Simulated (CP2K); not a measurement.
Runs of CP2K 2026.2 on W. Symmetry: Im-3m, No. 229, cubic system. Conventional cell: a = 3.165 Å, b = 3.165 Å, c = 3.165 Å, α = 90.00°, β = 90.00°, γ = 90.00°. W (site symmetry m-3m) is surrounded by 8 W at 2.74 Å. 

| level | cutoff of the non-local correlation (Ry) | gap on the mesh (eV) | pressure (GPa) |
| --- | --- | --- | --- |
| LDA | - | none | (b) |
| PBEsol | - | none | (a) |
| optB88-vdW | 300 | none | 4.6 |
| BLYP | - | none | 13.9 |
| r2SCAN | - | none | 1.2 |
| HLE16 | - | none | -57.2 |

Alike in all rows: task atomic charges; potentials or basis POTENTIAL_UZH W GTH-PBE-q14; TZVP-MOLOPT-PBE-GTH basis; no spin polarisation; cell as given; k mesh 12 × 12 × 12; smearing fermi-dirac 0.05 eV.

Question: Fill in the values left out.

Answer: (a) -3.4; (b) -7.0.

Caveats: the potentials were made for another functional, which shifts forces and pressure; the basis of atomic orbitals isn't converged, which shifts pressures, moduli and gaps; the potentials were made for a functional far from this one (some runs); the cell as given lies far from equilibrium (some runs).

A k mesh can miss the band edges, and the runs leave out spin-orbit coupling on W.

A gap of «none» marks a metal or a gap under the smearing width.

Runs at the PBE level aren't shown here.
